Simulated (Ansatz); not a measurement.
Runs of Ansatz 0.2.0 on TiTe2. Symmetry: P-3m1, No. 164, trigonal system. The conventional cell has a = 3.777 Å, b = 3.777 Å, c = 6.498 Å, α = 90.00°, β = 90.00°, γ = 120.00°. Te (site symmetry 3m) has 3 Ti at 2.77 Å as nearest neighbours. Ti (site symmetry -3m) is surrounded by 6 Te at 2.77 Å. 

```tsv
task	level	U	cell	cutoff (eV)	points for each segment of the path	hubbard projectors	double counting	gap on the mesh (eV)	pressure (GPa)	relaxed volume (Å³/atom)	largest force (eV/Å)
relaxation of cell and atoms	PBEsol	-	relaxed	420	-	-	-	none	0.0	25.40	-
band structure	m-r2SCAN	-	as given	500	14	-	-	none	0.9	-	0.22
relaxation of cell and atoms	LDA+U	Ti d U = 6.2 eV	relaxed	420	-	ortho-atomic (the default)	fll (the default)	-	0.0	28.44	-
relaxation of cell and atoms	RPBE+D3(BJ)	-	relaxed	420	-	-	-	-	0.0	(a)	-
band structure	r2SCAN	-	as given	500	14	-	-	none	0.9	-	0.22
```

Alike in all rows: potentials or basis Ansatz PAW; no spin polarisation; k mesh 8 × 8 × 4; smearing fermi-dirac 0.05 eV.

Task: Estimate the missing entries.

Result: (a) 18.17.

Caveats: the PAW data sets come from PBE, with cores solved anew for the run's functional, which leaves a small shift of forces and pressure; the plane-wave basis is chosen anew once the cell has moved, so the energies of steps on either side of that aren't comparable (some runs); spin-orbit coupling is left out, which moves the levels of the heavy elements (some runs); this functional lacks dispersion, which binds the layers, so the pressure and a relaxed spacing across them are unreliable (some runs); the U is typed as a test and isn't derived for this compound (some runs); the volume moved by over 15 % at a fixed basis, so the end points are rough (some runs); the volume moved by -32 % from the deposited cell, more than functionals usually miss (some runs).

A k mesh can miss the band edges, and the runs leave out spin-orbit coupling on Te.

A gap of «none» marks a metal or a gap under the smearing width.

Runs at the PBE level aren't shown here.
